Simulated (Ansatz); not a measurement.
**Structure types of Zr compared at 1.8 GPa**

Structure types of Zr are relaxed in primitive cells with their symmetry kept at 1.8 GPa, first on PAW files, then by LAPW. The enthalpy is E + pV at zero temperature, without zero-point motion. Only the types listed were tried, and differences under about 5 meV/atom are mesh noise. Not among the end structures: fcc, bcc, which may lie lower.

Level of theory: DFT with PBE, scalar-relativistic, in Ansatz 0.2.0; Fermi–Dirac smearing of 0.05 eV, no spin polarisation. LAPW: all electrons, basis error target 0.5 meV/atom; PAW: frozen-core files, cutoff 420 eV.

k meshes: hcp 14×14×8, diamond 11×11×11, omega 7×7×10, simple hexagonal 14×14×13.

Q: Order the types by LAPW enthalpy, lowest first.
A. simple hexagonal
B. hcp
C. omega
D. diamond

A: C (0 meV/atom), B (6 meV/atom), A (375 meV/atom), D (2489 meV/atom).

| start type | ends as | a, b, c (Å) | V (Å³/atom) | H − H(lowest), LAPW (meV/atom) | same, PAW |
| --- | --- | --- | --- | --- | --- |
| hcp | hcp, P6_3/mmc | 3.210, 3.210, 5.146 | 22.96 | 6.0 | 6.2 |
| diamond | diamond, Fd-3m | 6.182, 6.182, 6.182 | 29.53 | 2489.1 | 2488.7 |
| omega | omega, P6/mmm | 5.011, 5.011, 3.129 | 22.68 | 0.0 | 0.0 |
| simple hexagonal | simple hexagonal, P6/mmm | 2.998, 2.998, 3.001 | 23.36 | 374.7 | 374.6 |
